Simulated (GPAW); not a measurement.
# Co (P6_3/mmc) in GPAW: notebook, part 2 of 2

GPAW 26.7.0.

## 4. Band structure, PBEsol, collinear spin, ferromagnetic start

Input file run.py:

```python
from ase import Atoms
from ase.dft.bandgap import bandgap
from ase.io import write
from ase.units import GPa
from gpaw import GPAW, PW, setup_paths

setup_paths.insert(0, '.')

atoms = Atoms(['Co', 'Co'],
              cell=[[2.4719999032, 0.0, 0.0],
                    [-1.2359999516, 2.1408147143, 0.0],
                    [0.0, 0.0, 4.02114408]],
              scaled_positions=[[0.6666666667, 0.3333333333, 0.75],
                                [0.3333333333, 0.6666666667, 0.25]],
              pbc=True)
atoms.set_initial_magnetic_moments([2.0, 2.0])

calc = GPAW(mode=PW(600),
            xc='PBEsol',
            kpts={'size': (10, 10, 6), 'gamma': True},
            occupations={'name': 'fermi-dirac', 'width': 0.05},
            nbands=21,
            convergence={'density': 1e-05, 'energy': 1e-05},
            maxiter=150,
            txt='gpaw.txt')
atoms.calc = calc
energy = atoms.get_potential_energy()
forces = atoms.get_forces()
stress = atoms.get_stress()
calc.write('gs.gpw')
write('result.traj', atoms)
print(f'Energy: {energy:.6f} eV')
print('Forces (eV/A):')
print(forces.round(4))
print('Stress (GPa):', (stress / GPa).round(3))
print('Moments:', calc.get_magnetic_moments().round(3))
print('Fermi level:', round(calc.get_fermi_level(), 4), 'eV')
print(f'Gap: {bandgap(calc)[0]:.4f} eV, direct: {bandgap(calc, direct=True)[0]:.4f} eV')

path = atoms.cell.bandpath('GMKGALHA,LM,KH', npoints=60, eps=1e-4)
bs_calc = calc.fixed_density(kpts=path, symmetry='off', nbands=31,
                             convergence={'bands': 'CBM+6.0', 'eigenstates': 1e-6}, txt='bands.txt')
bs = bs_calc.band_structure()
bs.write('bs.json')
print(f'Gap on the path: {bandgap(bs_calc)[0]:.4f} eV')
```

Potentials or basis: PAW data sets generated in the run's folder for this functional, pw.

Run with:

```
$ gpaw-setup -f PBEsol Co
$ OMP_NUM_THREADS=1 python run.py
```

gpaw.txt:

```text
__  _  _
 | _ |_)|_||  |
 |__||  | ||/\| - 26.7.0

Input parameters:
  mode=PW(ecut=600.0),
  convergence={'density': 1e-05, 'energy': 1e-05},
  kpts=MonkhorstPack(size=(10, 10, 6), gamma=True),
  maxiter=150,
  nbands=21,
  occupations=Occupations(name='fermi-dirac', width=0.05),
  xc=XC(name='PBEsol')

Diagonalizing LCAO Hamiltonian
Converting LCAO to pw mode

          Co

        Co

Atoms  # Å, Bohr magnetons
|   | symbol |         x |        y |        z |    initial magnetic moments |
|---|--------|-----------|----------|----------|-----------------------------|
| 0 |     Co |  1.236000 | 0.713605 | 3.015858 | ( 0.0000,  0.0000,  2.0000) |
| 1 |     Co | -0.000000 | 1.427210 | 1.005286 | ( 0.0000,  0.0000,  2.0000) |

Unit cell  # Å
| periodic |         x |        y |        z |  lengths |     angles |
|----------|-----------|----------|----------|----------|------------|
|      yes |  2.472000 | 0.000000 | 0.000000 | 2.472000 |  90.000000 |
|      yes | -1.236000 | 2.140815 | 0.000000 | 2.472000 |  90.000000 |
|      yes |  0.000000 | 0.000000 | 4.021144 | 4.021144 | 120.000000 |

Number of symmetries: 12
Symmetry operations  # r_c * U_cc + t_c -> r_c
|    | kind |            matrix            |
|----|------|------------------------------|
|  0 |  σ   |  1, 1, 0,  0,-1, 0,  0, 0, 1 |
|  1 |  S6  |  1, 1, 0, -1, 0, 0,  0, 0,-1 |
|  2 |  E   |  1, 0, 0,  0, 1, 0,  0, 0, 1 |
|  3 |  C2  |  1, 0, 0, -1,-1, 0,  0, 0,-1 |
|  4 |  C2  |  0, 1, 0,  1, 0, 0,  0, 0,-1 |
|  5 |  C3  |  0, 1, 0, -1,-1, 0,  0, 0, 1 |
|  6 |  S6  |  0,-1, 0,  1, 1, 0,  0, 0,-1 |
|  7 |  σ   |  0,-1, 0, -1, 0, 0,  0, 0, 1 |
|  8 |  σ   | -1, 0, 0,  1, 1, 0,  0, 0, 1 |
|  9 |  i   | -1, 0, 0,  0,-1, 0,  0, 0,-1 |
| 10 |  C3  | -1,-1, 0,  1, 0, 0,  0, 0, 1 |
| 11 |  C2  | -1,-1, 0,  0, 1, 0,  0, 0,-1 |

BZ-sampling:
  Number of BZ points: 600
  Number of IBZ points: 72

  Monkhorst-Pack size: [10, 10, 6]
  Monkhorst-Pack shift: [0.05, 0.05, 0.08333333333333333]

K-points  # in reciprocal-cell coordinates
|     |                                coordinates |     weight |
|-----|--------------------------------------------|------------|
|   0 | (  0.00000000,   0.00000000,   0.00000000) | 0.00166667 |
|   1 | (  0.00000000,   0.00000000,   0.16666667) | 0.00333333 |
|   2 | (  0.00000000,   0.00000000,   0.33333333) | 0.00333333 |
|   3 | (  0.00000000,   0.00000000,   0.50000000) | 0.00166667 |
|   4 | (  0.10000000,   0.00000000,  -0.33333333) | 0.01000000 |
|   5 | (  0.10000000,   0.00000000,  -0.16666667) | 0.01000000 |
|   6 | (  0.10000000,   0.00000000,   0.00000000) | 0.01000000 |
|   7 | (  0.10000000,   0.00000000,   0.16666667) | 0.01000000 |
|   8 | (  0.10000000,   0.00000000,   0.33333333) | 0.01000000 |
|   9 | (  0.10000000,   0.00000000,   0.50000000) | 0.01000000 |
| ... |                                            |            |
|  71 | (  0.50000000,   0.50000000,   0.50000000) | 0.00500000 |

Plane wave coefficients: 726
Cutoff: 600.0 eV

Spin-components: 2 (collinear spins)
Bands:           21
Projectors:      12
Spin-degeneracy: 1
Datatype:        complex128

Parallelization:
  kpt:    1
  domain: 1
  band:   1

Density:
  Valence electrons: 18.0
  Components: 2
  Grid points: [14 14 24]
  Charge: 0.0  # |e|

Potential:
  Grid points: [14 14 24]

species:
  Co:
    name:    Cobalt
    Z:       27.0
    valence: 9
    core:    18
    charge:  0.0  # [|e|]
    compensation charges:
      type: gauss
      rc: 0.32  # [Å]
      lmax: 2
    cutoffs:
      filter: 1.87  # [Å]
      core: 2.55  # [Å]
    projectors
    | kind |    occ | energy [eV] | rcut [Å] |
    |------|--------|-------------|----------|
    |   4s |  2.000 |      -5.488 |    1.005 |
    |   4p |  0.000 |      -1.248 |    1.058 |
    |   3d |  7.000 |      -8.230 |    1.005 |
    |    s |        |      21.723 |    1.005 |
    |    p |        |      25.963 |    1.058 |
    |    d |        |      18.981 |    1.005 |

    Using partial waves for Co as LCAO basis

Reference energy: -75737.720984  # eV

eigensolver:
  PPCG
  Converge bands: occupied
  niter=2

density mixing:
  MSR1-Mixer
  Pratt-step length: 0.05
  Maximum mixing coefficient: 0.75
  Old densities: 10
  SVD Regularization: 0.005
  Good broyden scale: 1.0
  Trust region scale: 1.0
  Backstep threshold: 4.0
  History deletion threshold: 6.0
  Fourier metric: weight=20.0, sigma=0.015

occupation numbers:
  Fermi-Dirac:
    width: 0.0500  # eV

poisson solver:
  ecut: 4800.0  # eV

xc functional:
  name: PBEsol with 2 nearest neighbor stencil

convergence criteria:
- Maximum integral of absolute [dens]ity change: 1e-05 electrons / valence electron
- Maximum [total energy] change in last 3 cyles: 1e-05 eV / valence electron
- Maximum integral of absolute [eigenst]ate change: 4e-08 eV^2 / valence electron
maximum number of iterations: 150

SCF iterations
|iter     | |      energy | eigst |  dens |  magmom |
|---------|-|-------------|-------|-------|---------|
|iter:   1| |  -17.861298 | +0.30 |       |  +4.0059|
|iter:   2| |  -17.847744 | -2.14 | -1.16 |  +3.9725|
|iter:   3| |  -17.869417 | -2.59 | -1.21 |  +3.7199|
|iter:   4| |  -17.899702 | -3.63 | -1.51 |  +3.5761|
|iter:   5| |  -17.925762 | -3.30 | -1.67 |  +3.3317|
|iter:   6| |  -17.927210 | -4.59 | -2.26 |  +3.2865|
|iter:   7| |  -17.927503 | -4.90 | -2.64 |  +3.2789|
|iter:   8| |  -17.927519 | -6.93 | -3.19 |  +3.2851|
|iter:   9| |  -17.927523c| -7.49c| -3.68 |  +3.2876|
|iter:  10| |  -17.927523c| -7.92c| -4.58 |  +3.2878|
|iter:  11| |  -17.927523c| -8.67c| -5.13c|  +3.2879|

Converged in 11 steps
Energy contributions relative to reference atoms: (reference = -75737.720984)

Energy contributions:
  Kinetic:          17.277177
  Coulomb:         -13.855125
  Zero:             -0.091596
  External:          0.000000
  Xc:              -21.250341
  Entropy:          -0.015277
  Spinorbit:         0.000000
  ----------------------------
  Free energy:     -17.935162
  Extrapolated:    -17.927523

dipole moment: (-0.000001, -0.000002, -0.000003)  # |e|*Ang

Total magnetic moment: (0.000000, 0.000000, 3.287886)

Local magnetic moments
|        x |        y |        z |
|----------|----------|----------|
| 0.000000 | 0.000000 | 1.704800 |  # Co   0
| 0.000000 | 0.000000 | 1.704800 |  # Co   1

Fermi level: 10.718
Eigenvalues  # (at kpt = [0.000, 0.000, 0.000])
| band index |      eig [eV] | occ [0-1] |      eig [eV] | occ [0-1] |
|------------|---------------|-----------|---------------|-----------|
|          0 |         1.529 |     1.000 |         1.598 |     1.000 |
|        ... |               |           |               |           |
|          3 |         8.119 |     1.000 |         9.777 |     1.000 |
|          4 |         8.119 |     1.000 |         9.777 |     1.000 |
|          5 |         8.440 |     1.000 |        10.153 |     1.000 |
|          6 |         8.440 |     1.000 |        10.153 |     1.000 |
|          7 |         8.826 |     1.000 |        10.418 |     0.998 |
|          8 |         8.826 |     1.000 |        10.613 |     0.891 |
[... 8 lines left out ...]
|         17 |        36.436 |     0.000 |        36.271 |     0.000 |
|         18 |        36.777 |     0.000 |        37.182 |     0.000 |
|        ... |               |           |               |           |
|         20 |        41.384 |     0.000 |        41.655 |     0.000 |

No gap
No difference between direct/indirect transitions

Forces  # eV/Ang
|       x |        y |        z |
|---------|----------|----------|
| 0.00000 | -0.00000 | -0.00009 |  # Co   0
| 0.00000 | -0.00000 |  0.00009 |  # Co   1

Stress tensor  # eV/Ang^3
|        x |        y |        z |
|----------|----------|----------|
| 0.023272 | 0.000000 | 0.000000 |
| 0.000000 | 0.023272 | 0.000000 |
| 0.000000 | 0.000000 | 0.038517 |

# Writing to gs.gpw (mode='')
```

It took 33 s on 1 thread of Intel Xeon 6975P-C (Granite Rapids), shared host; peak memory 0.24 GiB.

Results:

- Free energy: -17.9352 eV
- Pressure: -4.5 GPa
- Band gap along the path: none (metal or under the smearing width)
- Net moment: 3.29 μB per cell
- Site moments: Co +1.70 μB

Stress tensor (GPa, compression positive):
```
-3.73  0.00  0.00
 0.00 -3.73  0.00
 0.00  0.00 -6.17
```

Levels at the corners of the path, in eV from the Fermi level:
Spin up:
| point | band 7 | band 8 | band 9 | band 10 | band 11 | band 12 | band 13 |
| --- | --- | --- | --- | --- | --- | --- | --- |
| Γ | -2.28 | -1.89 | -1.89 | -0.76 | -0.76 | -0.31 | 6.40 |
| M | -2.20 | -0.60 | -0.53 | -0.45 | 1.34 | 3.39 | 9.71 |
| K | -1.93 | -0.87 | -0.87 | -0.77 | 4.55 | 5.40 | 5.40 |
| Γ | -2.28 | -1.89 | -1.89 | -0.76 | -0.76 | -0.31 | 6.40 |
| A | -2.66 | -2.66 | -1.08 | -1.08 | -1.08 | -1.08 | 14.99 |
| L | -1.04 | -1.04 | -0.51 | -0.51 | 1.53 | 1.53 | 7.40 |
| H | -1.88 | -1.88 | -0.70 | -0.70 | 5.77 | 5.77 | 7.40 |
| A | -2.66 | -2.66 | -1.08 | -1.08 | -1.08 | -1.08 | 14.99 |
| L | -1.04 | -1.04 | -0.51 | -0.51 | 1.53 | 1.53 | 7.40 |
| M | -2.20 | -0.60 | -0.53 | -0.45 | 1.34 | 3.39 | 9.71 |
| K | -1.93 | -0.87 | -0.87 | -0.77 | 4.55 | 5.40 | 5.40 |
| H | -1.88 | -1.88 | -0.70 | -0.70 | 5.77 | 5.77 | 7.40 |
Spin down:
```csv
point,band 6,band 7,band 8,band 9,band 10,band 11
Γ,-0.57,-0.57,-0.30,-0.11,-0.11,1.15
M,-1.06,-0.62,1.31,1.41,1.48,2.66
K,-1.39,-0.30,0.99,0.99,1.14,5.43
Γ,-0.57,-0.57,-0.30,-0.11,-0.11,1.15
A,-1.00,-1.00,-1.00,0.79,0.79,0.79
L,0.00,0.25,0.25,1.41,1.41,2.27
H,-1.77,-0.15,-0.15,1.18,1.18,6.49
A,-1.00,-1.00,-1.00,0.79,0.79,0.79
L,0.00,0.25,0.25,1.41,1.41,2.27
M,-1.06,-0.62,1.31,1.41,1.48,2.66
K,-1.39,-0.30,0.99,0.99,1.14,5.43
H,-1.77,-0.15,-0.15,1.18,1.18,6.49
```

## 5. Band structure, PBEsol+U, collinear spin, ferromagnetic start

Changes to run.py since step 4:

```diff
@@ -21,2 +21,3 @@
             occupations={'name': 'fermi-dirac', 'width': 0.05},
+            setups={'Co': ':d,1.0'},
             nbands=21,
```

Run with:

```
$ gpaw-setup -f PBEsol Co
$ OMP_NUM_THREADS=1 python run.py
```

Wall time 33 s (1 thread of Intel Xeon 6975P-C (Granite Rapids), shared host); peak memory 0.24 GiB.

It converged, with:

```yaml
Free_energy: -16.3653 eV
Pressure: -3.6 GPa
Band_gap_along_the_path: none (metal or under the smearing width)
Net_moment: 3.38 μB per cell
Site_moments: Co +1.79 μB
```

Stress tensor (GPa, compression positive):
```
-3.26  0.00  0.00
 0.00 -3.26  0.00
 0.00  0.00 -4.35
```

Levels at the corners of the path, in eV from the Fermi level:
Spin up:
```
point  band 8  band 9  band 10  band 11  band 12  band 13
    Γ   -2.37   -2.37    -1.26    -1.26    -0.36     6.19
    M   -1.08   -1.03    -0.93     1.07     3.17     9.59
    K   -1.35   -1.35    -1.27     4.36     5.23     5.23
    Γ   -2.37   -2.37    -1.26    -1.26    -0.36     6.19
    A   -3.12   -1.57    -1.57    -1.57    -1.57    14.87
    L   -1.45   -0.99    -0.99     1.41     1.41     7.20
    H   -2.34   -1.18    -1.18     5.61     5.61     7.21
    A   -3.12   -1.57    -1.57    -1.57    -1.57    14.87
    L   -1.45   -0.99    -0.99     1.41     1.41     7.20
    M   -1.08   -1.03    -0.93     1.07     3.17     9.59
    K   -1.35   -1.35    -1.27     4.36     5.23     5.23
    H   -2.34   -1.18    -1.18     5.61     5.61     7.21
```
Spin down:
```
point  band 5  band 6  band 7  band 8  band 9  band 10  band 11  band 12
    Γ   -0.93   -0.54   -0.54   -0.43   -0.06    -0.06     1.21     1.21
    M   -1.06   -1.05   -0.62    1.36    1.48     1.53     2.67     4.41
    K   -1.38   -1.38   -0.29    1.03    1.03     1.20     5.39     6.20
    Γ   -0.93   -0.54   -0.54   -0.43   -0.06    -0.06     1.21     1.21
    A   -0.98   -0.98   -0.98   -0.98    0.85     0.85     0.85     0.85
    L    0.04    0.04    0.21    0.21    1.46     1.46     2.25     2.25
    H   -1.80   -1.80   -0.12   -0.12    1.22     1.22     6.45     6.45
    A   -0.98   -0.98   -0.98   -0.98    0.85     0.85     0.85     0.85
    L    0.04    0.04    0.21    0.21    1.46     1.46     2.25     2.25
    M   -1.06   -1.05   -0.62    1.36    1.48     1.53     2.67     4.41
    K   -1.38   -1.38   -0.29    1.03    1.03     1.20     5.39     6.20
    H   -1.80   -1.80   -0.12   -0.12    1.22     1.22     6.45     6.45
```

Caveat: the U is typed as a test and isn't derived for this compound.

## 6. For comparison

An earlier run on the cell as given: functional PBEsol; potentials or basis PAW data sets generated in the run's folder for this functional; cutoff 600 eV; basis pw; k mesh 12 × 12 × 7; occupations fermi-dirac, width 0.05 eV; collinear spin, ferromagnetic start; starting moments [2.0, 2.0] μB.

- Pressure: -5.3 GPa
- Band gap on the k mesh: none (metal or under the smearing width)
- Net moment: 3.19 μB per cell
- Site moments: Co +1.66 μB

## 7. Summary

```csv
task,level,U,k mesh,band path,band points,pressure (GPa),moment (μB)
band structure,PBEsol,-,10 × 10 × 6,"GMKGALHA,LM,KH",60,-4.5,3.29
band structure,PBEsol+U,Co d U = 1 eV,10 × 10 × 6,"GMKGALHA,LM,KH",60,-3.6,3.38
single point,PBEsol,-,12 × 12 × 7,-,-,-5.3,3.19
```

Alike in all rows: potentials or basis PAW data sets generated in the run's folder for this functional, pw; spin collinear, ferromagnetic start; cell as given; cutoff (eV) 600; smearing fermi-dirac 0.05 eV.

The pressure there spans -5.3 GPa (PBEsol) to -3.6 GPa (PBEsol+U); a positive pressure means that this level wants a larger cell, a negative one a smaller.

Caveats: the U is typed as a test and isn't derived for this compound (some runs).

Total energies depend on the potentials used, so only differences within one code and one set of settings carry meaning.
